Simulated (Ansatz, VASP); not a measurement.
# InAs: VASP beside Ansatz, part 2 of 2

Wanted: the spread between two codes on one cell, functional and k mesh. The structure shown is the end of the Ansatz relaxation below.

VASP 6.6.1 and Ansatz 0.2.0.

So far. Step 3 (VASP: single point, PBEsol, pair 1): The run ends at a pressure of -0.35 GPa.

## (6) VASP: single point, PBEsol, pair 2

Level of this step: PBEsol; plane waves and PAW (In_d, As) (VASP).

The same cell, functional, mesh and smearing now go to VASP, with its own data sets.

The input, INCAR:

```
SYSTEM = InAs
PREC = Accurate
ENCUT = 500
EDIFF = 1E-06
NELM = 120
ISMEAR = -1
SIGMA = 0.02
LREAL = .FALSE.
ALGO = Normal
GGA = PS
NBANDS = 24
LORBIT = 11
LWAVE = .FALSE.
LCHARG = .FALSE.
ISIF = 2
LASPH = .TRUE.
GGA_COMPAT = .FALSE.
EFERMI = MIDGAP
KPAR = 2
```

The input, POSCAR:

```
InAs
1.0
    4.3910857200      0.0000000000      0.0000000000
    0.0000000000      4.3910857200      0.0000000000
    0.0000000000      0.0000000000      5.9434445178
In As
2 2
Direct
    0.0000000000      0.0000000000      0.0000000000
    0.5000000000      0.5000000000      0.5000000000
    0.5000000000      0.0000000000      0.7500000000
    0.0000000000      0.5000000000      0.2500000000
```

The input, KPOINTS:

```
Automatic mesh
0
Gamma
7 7 5
0 0 0
```

PAW data sets: In_d and As (PBE family, release 64).

Command:

```sh
> mpirun -np 2 vasp_std
```

Numbers of over 12 decimals in the logs are rounded to 6 here.

Log:

```text
[banner, memory and clock lines left out]
running    2 mpi-ranks, on    1 nodes
[...]
[... a notice as in an earlier step ...]

 LDA part: xc-table for (Slater+PW92), standard interpolation
 POSCAR, INCAR and KPOINTS ok, starting setup
[...]
entering main loop
       N       E                     dE             d eps       ncg     rms          rms(c)
DAV:   1     0.288593699252E+03    0.28859E+03   -0.16116E+04  1440   0.158E+03
DAV:   2     0.106948599922E+02   -0.27790E+03   -0.27152E+03  1480   0.388E+02
DAV:   3    -0.165426479515E+02   -0.27238E+02   -0.26972E+02  1880   0.136E+02
DAV:   4    -0.174757901607E+02   -0.93314E+00   -0.93257E+00  1544   0.279E+01
[...]
DAV:  11    -0.169592707134E+02   -0.55444E-04   -0.21363E-04  1728   0.165E-01    0.523E-02
DAV:  12    -0.169592696977E+02    0.10157E-05   -0.18921E-05  1760   0.343E-02    0.198E-02
DAV:  13    -0.169592687531E+02    0.94457E-06   -0.39990E-06  1576   0.121E-02
   1 F= -.16959269E+02 E0= -.16959257E+02  d E =-.228130E-04
```

OUTCAR, selected parts (step 6):

```text
  Total       -0.8794491     -0.8794491      0.0531571      0.0000000      0.0000000      0.0000000
  in kB      -12.2953039    -12.2953039      0.7431729      0.0000000      0.0000000      0.0000000
  external PRESSURE =      -7.9491450 kB  Pullay stress =       0.0000000 kB

 POSITION                                       TOTAL-FORCE (eV/Angst)
 -----------------------------------------------------------------------------------
      0.00000      0.00000      0.00000        -0.000000      0.000000      0.000000
      2.19554      2.19554      2.97172         0.000000      0.000000     -0.000000
      2.19554      0.00000      4.45758        -0.000000     -0.000000      0.000000
      0.00000      2.19554      1.48586        -0.000000     -0.000000      0.000000
 -----------------------------------------------------------------------------------
    total drift:                                0.000000      0.000000     -0.000000

  FREE ENERGIE OF THE ION-ELECTRON SYSTEM (eV)
  ---------------------------------------------------
  free  energy   TOTEN  =       -16.9592687531 eV

  energy  without entropy=      -16.9592459401  energy(sigma->0) =      -16.95925735

[... 1 part as in an earlier step ...]

[... 2 further parts left out ...]
[key lines of the parts left out:]
E-fermi :   4.0549
```

The run ends at a pressure of -0.79 GPa.

## (7) Differences

What differs besides the data sets and the points named for the pairs above, as far as they apply: the data sets hold 56 valence electrons in Ansatz (on its PAW soft_1 files) and 36 in VASP. Total energies have different zeros and are not compared.

The two programs side by side:

```csv
quantity,Ansatz,VASP,difference
pressure (GPa),-0.87,-0.79,-0.08
gap on the k mesh (eV),0.191,0.191,0.000
```

A gap on the mesh is an upper bound, since the band edges may lie between its points.

## (8) Ansatz: relaxation, PBEsol

This run makes the geometry at which the two programs are then compared. The cell compared in this pair holds 115.46 Å³, against 114.60 Å³ for the pair before.

The structure compared here is the end of the Ansatz relaxation.

The input, input.yaml:

```yaml
crystal:
  lattice:
    - [4.43413558, 0.0, 0.0]
    - [0.0, 4.43413558, 0.0]
    - [0.0, 0.0, 5.978581958]
  atoms:
    - { symbol: In, position: [0.0, 0.0, 0.0] }
    - { symbol: In, position: [0.5, 0.5, 0.5] }
    - { symbol: As, position: [0.5, 0.0, 0.75] }
    - { symbol: As, position: [0.0, 0.5, 0.25] }
kpoints:
  mp_grid: { grid: [7, 7, 5] }
scf:
  occupations: { method: fermi_dirac, width: 0.02 }
hamiltonian:
  xc: pbesol
  pseudopotentials: { kind: paw, azcp: { folder: soft_1 }, xc_functional: pbe }
basis:
  ecutwfc: 600
output:
  forces: true
  stress: true
  write_density: true
  write_potential: true
  elf: true
  volumetric_format: npy
relax:
  f_tol: 0.005
  max_steps: 70
  cell: { stress_tol: 0.02, p_target: 0, fix: [a, b, alpha, beta, gamma] }
```

Command:

```sh
> ansatz run input.yaml --threads 8 --pin off --max-ram 18432MiB --backend cpu --events-out ev --progress --plain --runs-dir out
```

Log:

```text
[...]
Crystal: 4 atoms, lattice volume = 117.548 Å³
Basis set: ecut = 600 eV, 3887 PW (Γ), exchange–correlation on 72×72×96 points (8 copies of the dense FFT grid, shifted against one another)
Bands: 34, of which v1, the nominal top of the filled ones, is band 28 counted from 1 (27 counted from 0)
Symmetry: 16 space group operations
[...]
k-points: 30 of 245 (time reversal used)
[...]
--- Relaxed structure (3 steps of the walk, 3 accepted, 1 SCFs on fresh bases) ---
[...]
cell:  # Å, volume = 115.4561 Å³
    - [4.43413558, 0, 0]
    - [0, 4.43413558, 0]
    - [0, 0, 5.872173]
  atoms:
    - { symbol: In, position: [0, 0, 0] }
    - { symbol: In, position: [0.5, 0.5, 0.500000] }
    - { symbol: As, position: [0.5, 0, 0.750000] }
    - { symbol: As, position: [0, 0.5, 0.250000] }
[key lines of the parts left out:]
SCF converged after 6 iterations
Free energy (F): -20677.749925 eV
Fermi energy:    7.028075 eV
P = ⅓ Tr σ = -1.2912 GPa (-12.912 kbar)
```

## (9) VASP: single point, PBEsol, pair 3

The same cell, functional, mesh and smearing now go to VASP, with its own data sets.

INCAR is that of step 6.

The input, POSCAR:

```
InAs
1.0
    4.4341355800      0.0000000000      0.0000000000
    0.0000000000      4.4341355800      0.0000000000
    0.0000000000      0.0000000000      5.8721727992
In As
2 2
Direct
    0.0000000000      0.0000000000      0.0000000000
    0.5000000000      0.5000000000      0.5000000000
    0.5000000000      0.0000000000      0.7500000000
    0.0000000000      0.5000000000      0.2500000000
```

KPOINTS is that of step 6.

Command:

```sh
> mpirun -np 2 vasp_std
```

Log:

```text
[... set-up lines as in an earlier step ...]
 entering main loop
       N       E                     dE             d eps       ncg     rms          rms(c)
DAV:   1     0.287239679603E+03    0.28724E+03   -0.16017E+04  1440   0.158E+03
DAV:   2     0.962515341091E+01   -0.27761E+03   -0.27084E+03  1480   0.385E+02
DAV:   3    -0.165297359370E+02   -0.26155E+02   -0.25997E+02  1856   0.134E+02
DAV:   4    -0.174517210895E+02   -0.92199E+00   -0.92137E+00  1656   0.279E+01
[...]
DAV:  11    -0.169371400146E+02   -0.54724E-04   -0.20702E-04  1720   0.159E-01    0.487E-02
DAV:  12    -0.169371389426E+02    0.10720E-05   -0.18595E-05  1752   0.340E-02    0.184E-02
DAV:  13    -0.169371380228E+02    0.91984E-06   -0.39631E-06  1552   0.120E-02
   1 F= -.16937138E+02 E0= -.16937136E+02  d E =-.386601E-05
```

OUTCAR, selected parts (step 9):

```text
  Total       -1.3408444     -1.3408444      0.0494254      0.0000000      0.0000000      0.0000000
  in kB      -18.6068220    -18.6068220      0.6858734      0.0000000      0.0000000      0.0000000
  external PRESSURE =     -12.1759235 kB  Pullay stress =       0.0000000 kB

 POSITION                                       TOTAL-FORCE (eV/Angst)
 -----------------------------------------------------------------------------------
      0.00000      0.00000      0.00000         0.000000     -0.000000     -0.000000
      2.21707      2.21707      2.93609        -0.000000      0.000000      0.000000
      2.21707      0.00000      4.40413        -0.000000     -0.000000     -0.000000
      0.00000      2.21707      1.46804        -0.000000      0.000000     -0.000000
 -----------------------------------------------------------------------------------
    total drift:                                0.000000      0.000000     -0.000000

  FREE ENERGIE OF THE ION-ELECTRON SYSTEM (eV)
  ---------------------------------------------------
  free  energy   TOTEN  =       -16.9371380228 eV

  energy  without entropy=      -16.9371341568  energy(sigma->0) =      -16.93713609

[... 1 part as in an earlier step ...]

[... 2 further parts left out ...]
[key lines of the parts left out:]
E-fermi :   3.9955
```

The run ends at a pressure of -1.22 GPa.

## (10) Side by side

What differs besides the data sets and the points named for the pairs above, as far as they apply: the data sets hold 56 valence electrons in Ansatz (on its PAW soft_1 files) and 36 in VASP. Total energies have different zeros and are not compared.

Compared:

```csv
quantity,Ansatz,VASP,difference
pressure (GPa),-1.29,-1.22,-0.07
gap on the k mesh (eV),0.275,0.276,0.000
```

A gap on the mesh is an upper bound, since the band edges may lie between its points.

## (11) Summary of results

```yaml
difference_in_gap_on_the_k_mesh_single_point_pbesol_pair_1: -2.3e-4 eV
difference_in_gap_on_the_k_mesh_single_point_pbesol_pair_2: -3.5e-4 eV
difference_in_gap_on_the_k_mesh_single_point_pbesol_pair_3: -4.1e-4 eV
```

What this shows: The difference in gap on the k mesh is -4.1e-4 eV (single point, PBEsol, pair 3), within the 0.08 eV picked in this series as the mark of a large difference. The data sets hold unlike numbers of valence electrons (56 in Ansatz and 36 in VASP), so part of the differences comes from the potentials. 4 further runs of this series are not shown here. Such differences can come from data sets, numerical settings and the points named under the comparisons, not from the functional's error against experiment.

[Lines on the potential files, build, host, timing and source positions are cut from VASP's logs without a mark.]

[Logs are printed without paths, hosts, clocks, repeated set-up lines and the standing remarks that a program may print on its own settings, such as how far it seeks lower states.]

[Hosts, paths, dates, database ids (printed as entryN), source tags and the programs' standing remarks are cut or masked in the printed files.]
